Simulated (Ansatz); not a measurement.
**Structure search for Mg₃Ge₃N₂**

Method: DFT PBE, scalar-relativistic, plane waves, PAW in Ansatz 0.2.0. All cells share a 420 eV cutoff and Γ-centred k meshes spaced at most about 0.3 Å⁻¹ (about 0.25 or finer for metals, 2π included). No spin polarisation.

The zero of energy is the elements' standard structures at the same level (N₂ as a molecule); no fitted shifts are applied.

All energies are static (0 K, no zero-point motion). Larger cells and other orderings weren't all tried, so the list isn't exhaustive. For metals, differences of a few meV/atom aren't resolved.

Invented guesses were relaxed alike, and ends that match in structure were merged. ΔE counts from the first row. Coordination counts Ge or N atoms around Mg (for each partner element, those within 1.25 times its shortest distance or 1.15 times the sum of covalent radii, where it is the nearest in units of that sum or under 1.3; a plus sign parts groups by distance over the sum of covalent radii; a slash parts the counts of unlike sites). The ends were matched against large subsets of the Crystallography Open Database and the Materials Project, so a missing match doesn't prove that a structure is unreported.

```
#                         reached from  type and space group  atoms  Å³/atom  coordination  ΔE (meV/atom)  gap on mesh (eV)  in databases
1  a cell proposed by chemical analogy        R-3m (No. 166)      8     15.7      Mg 3+3/6              0              0.00      no match
2  a cell proposed by chemical analogy       P-3m1 (No. 164)      8     15.8      Mg 3+3/6              1              0.00      no match
3                          random cell      P4/mmm (No. 123)      8     15.3        Mg 2/8             69              0.00      no match
```

The first two are tied within the noise. The first: Space group R-3m (No. 166), trigonal, a = 3.233 Å, c = 41.585 Å. Around Mg on a site of symmetry 3m lie 3 N at 2.05 Å, 3 Mg at 2.89 Å, 6 Mg at 3.23 Å and 3 Ge at 3.27 Å; Mg on a site of symmetry -3m has 6 N at 2.31 Å; Ge on a site of symmetry 3m is surrounded by 3 Ge at 2.77 Å, 6 Ge at 3.23 Å and 3 Mg at 3.27 Å; Ge on a site of symmetry -3m has 6 Ge at 2.77 Å and 6 Ge at 3.23 Å; N has 3 Mg at 2.05 Å and 3 Mg at 2.31 Å. Its energy over the elements is −0.20 eV/atom. Whether it is stable depends on the other phases of the system, which aren't compared here. An observed structure of this formula, if there is one, may be missing.

```
Mg Ge N
1.0
     1.61628    0.93316   13.86166
    -1.61628    0.93316   13.86166
     0.00000   -1.86632   13.86166
Mg Ge N
3 3 2
Cartesian
  0.0000 0.0000 29.9248
  0.0000 0.0000 11.6602
  0.0000 0.0000 0.0000
  0.0000 0.0000 36.7015
  0.0000 0.0000 4.8834
  0.0000 0.0000 20.7925
  0.0000 0.0000 15.2145
  0.0000 0.0000 26.3705
```

The second: Space group P-3m1 (No. 164), trigonal, a = 3.233 Å, c = 13.971 Å. Mg on a site of symmetry 3m has 3 N at 2.04 Å, 3 Mg at 2.87 Å, 6 Mg at 3.23 Å and 3 Ge at 3.26 Å; around Mg on a site of symmetry -3m lie 6 N at 2.30 Å; Ge on a site of symmetry 3m is surrounded by 3 Ge at 2.84 Å, 6 Ge at 3.23 Å, 3 Mg at 3.26 Å and 1 N at 3.50 Å; N has 3 Mg at 2.04 Å, 3 Mg at 2.30 Å, 9 N at 3.23–3.28 Å and 1 Ge at 3.50 Å; 1 more site not described. Counting Ge or N atoms around Mg, the first and the second both have Mg 3+3/6. Cells relaxed within their symmetry can be saddle points.
